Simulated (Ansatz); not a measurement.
# MoSe2: equation of state with PBEsol

MoSe2:

```xyz
6
Lattice="3.2880 0.0000 0.0000 -1.6440 2.8475 0.0000 0.0000 0.0000 12.9000" Properties=species:S:1:pos:R:3 pbc="T T T"
Mo    1.6440    0.9492    9.6750
Mo    0.0000    1.8983    3.2250
Se    1.6440    0.9492    4.8375
Se    0.0000    1.8983   11.2875
Se    1.6440    0.9492    1.6125
Se    0.0000    1.8983    8.0625
```

| Property | Result |
| --- | --- |
| Program | Ansatz 0.2.0 |
| Task | equation of state |
| Functional | PBEsol |
| Potentials or basis | all-electron LAPW, scalar-relativistic |
| Basis error allowed | 0.001 eV/atom |
| k mesh | 9 × 9 × 2 |
| Occupations | fermi-dirac, width 0.05 eV |
| Spin | no spin polarisation |

```json
{
  "Equilibrium volume": "20.61 Å³/atom",
  "Bulk modulus at fixed shape and positions": "128 GPa",
  "Pressure derivative of the bulk modulus": "4.4"
}
```

Energy against volume, from the lowest point:
```tsv
volume (Å³/atom)	energy (meV/atom)
18.922	64.66
19.324	36.06
19.727	16.34
20.129	4.59
20.532	0.00
20.935	1.85
21.337	9.49
```

All runs of the series together: 2.2 min on 4 threads of Intel(R) Xeon(R) Platinum 8375C CPU @ 2.90GHz (Ice Lake), with other jobs on the host.

Caveat: the cell was scaled at fixed shape and fractional positions, which overstates the stiffness of a crystal with free parameters, most of all of layers and chains; this functional lacks dispersion, which binds the layers, so the pressure and a relaxed spacing across them are unreliable.
